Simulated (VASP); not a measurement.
Write the native input for VASP 6.6.1 that does the following.

```
Task                   : relaxation of cell and atoms
Functional             : PBEsol
Potentials or basis    : VASP PAW PBE potentials, release 64 (Cu)
Cutoff                 : 600 eV
k mesh                 : 10 × 10 × 6
Occupations            : fermi-dirac, width 0.05 eV
Spin                   : no spin polarisation
Ladder                 : gaps
Further INCAR settings : ALGO = Fast; EDIFF = 1e-07; IBRION = 2; EDIFFG = -0.005; NSW = 40; ISIF = 3
```

The structure of Cu lies in POSCAR:

```
Cu
1.0
    2.5340966698      0.0000000000      0.0000000000
   -1.2670483349      2.1945920917      0.0000000000
    0.0000000000      0.0000000000      4.1125710000
Cu
2
Direct
    0.6666666667      0.3333333333      0.7500000000
    0.3333333333      0.6666666667      0.2500000000
```

This isn't the form of Cu at room conditions, which is fcc.

One way to write it, as run:

INCAR

```
  PREC = Accurate
  ENCUT = 600
  EDIFF = 1E-7
  ISMEAR = -1
  SIGMA = 0.05
  LREAL = False
  LASPH = True
  NELM = 100
  ALGO = Fast
  ISIF = 3
  LWAVE = False
  LCHARG = False
  GGA = PS
  IBRION = 2
  NSW = 40
  EDIFFG = -0.005
```

KPOINTS

```
regular mesh
0
Gamma
  10 10 6
```

Potentials or basis: VASP PAW PBE potentials, release 64 (Cu).

Command:

```bash
$ cat potpaw_PBE.64/Cu/POTCAR > POTCAR
$ mpirun -np 1 vasp_std > vasp.out
```

It gave:

The relaxed volume is 11.39 Å³/atom. The relaxed cell is a = 2.531 Å, b = 2.531 Å, c = 4.106 Å, α = 90.00°, β = 90.00°, γ = 120.00°. The space group after relaxing (to 0.05 Å) is P6_3/mmc (No. 194). The energy gained by relaxing is 0.1 meV/atom, the ionic steps are 3 and the pressure after relaxing is 0.0 GPa. The band gap on the k mesh is none (metal or under the smearing width).

Caveat: the PAW data sets were made with another functional, which shifts forces and pressure a little.

It took 42 s on 1 thread of Intel(R) Xeon(R) Platinum 8259CL CPU @ 2.50GHz (Skylake/Cascade Lake), on a shared host, peak memory 0.15 GiB.
